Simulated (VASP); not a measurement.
VASP 6.6.1 run: ZnSe

INCAR

```
SIGMA = 0.02
LWAVE = .FALSE.
PREC = Accurate
LASPH = .TRUE.
NELM = 77
GGA = PE
LREAL = .FALSE.
ISIF = 2
NSW = 0
NBANDS = 16
IBRION = -1
EDIFF = 1E-7
ENCUT = 520
ISMEAR = -1
ADDGRID = .TRUE.
LCHARG = .FALSE.
```

KPOINTS

```
KPOINTS created by Atomic Simulation Environment
0
Gamma
8 8 8
0 0 0
```

POSCAR

```
Zn Se
 1.0000000000000000
    -0.0000000000000000    2.8324206843821043    2.8324206843821043
     2.8324206843821043    0.0000000000000000    2.8324206843821043
     2.8324206843821043    2.8324206843821043    0.0000000000000000
 Zn  Se
   1   1
Cartesian
  0.0000000000000000 -0.0000000000000000  0.0000000000000000
  1.4162103421910519  1.4162103421910519  1.4162103421910519
```

The recommended PBE PAW datasets give the neutral cell 18 valence electrons.

Command

```
mpirun -np 1 vasp_std
```

Problem. Predict the outcome of this run.

Solution. It converged. Results: gap between bands v and c on the k mesh 1.30 eV; least direct gap on the k mesh 1.30 eV; pressure 2.4 GPa. Band v is the last that the valence electrons fill when counted band by band, and c is the next.

OSZICAR

```
N       E                     dE             d eps       ncg     rms          rms(c)
DAV:   1     0.855089228608E+02    0.85509E+02   -0.87729E+03   928   0.127E+03
DAV:   2    -0.921836194847E+00   -0.86431E+02   -0.81449E+02  1032   0.249E+02
DAV:   3    -0.626519908002E+01   -0.53434E+01   -0.53227E+01  1152   0.604E+01
DAV:   4    -0.630710355285E+01   -0.41904E-01   -0.41901E-01  1120   0.562E+00
DAV:   5    -0.630730025768E+01   -0.19670E-03   -0.19670E-03  1168   0.355E-01    0.476E+00
DAV:   6    -0.603807361540E+01    0.26923E+00   -0.53278E-01  1376   0.238E+01    0.363E+00
DAV:   7    -0.601897879262E+01    0.19095E-01   -0.15361E-01  1056   0.350E+00    0.155E+00
DAV:   8    -0.601876575803E+01    0.21303E-03   -0.43863E-03  1272   0.675E-01    0.451E-01
DAV:   9    -0.601899578210E+01   -0.23002E-03   -0.10932E-03  1080   0.251E-01    0.662E-02
DAV:  10    -0.601910277815E+01   -0.10700E-03   -0.19087E-04  1160   0.103E-01    0.217E-02
DAV:  11    -0.601909624499E+01    0.65332E-05   -0.35935E-05  1120   0.508E-02    0.477E-03
DAV:  12    -0.601909736566E+01   -0.11207E-05   -0.48464E-06  1168   0.130E-02    0.270E-03
DAV:  13    -0.601909753947E+01   -0.17381E-06   -0.48632E-07  1120   0.521E-03    0.108E-03
DAV:  14    -0.601909754378E+01   -0.43058E-08   -0.35269E-08   944   0.200E-03
   1 F= -.60190975E+01 E0= -.60190975E+01  d E =-.644739E-11
```

Standard output (part)

```
POSCAR found type information on POSCAR ZnSe
 POSCAR found :  2 types and       2 ions
 LDA part: xc-table for (Slater+PW92), standard interpolation
 POSCAR, INCAR and KPOINTS ok, starting setup
 WAVECAR not read
 entering main loop
```

For comparison, a separate PBE run of the intended cell, on usual settings and not on those above, gives a gap of 1.30 eV on its mesh and a pressure of 2.4 GPa.
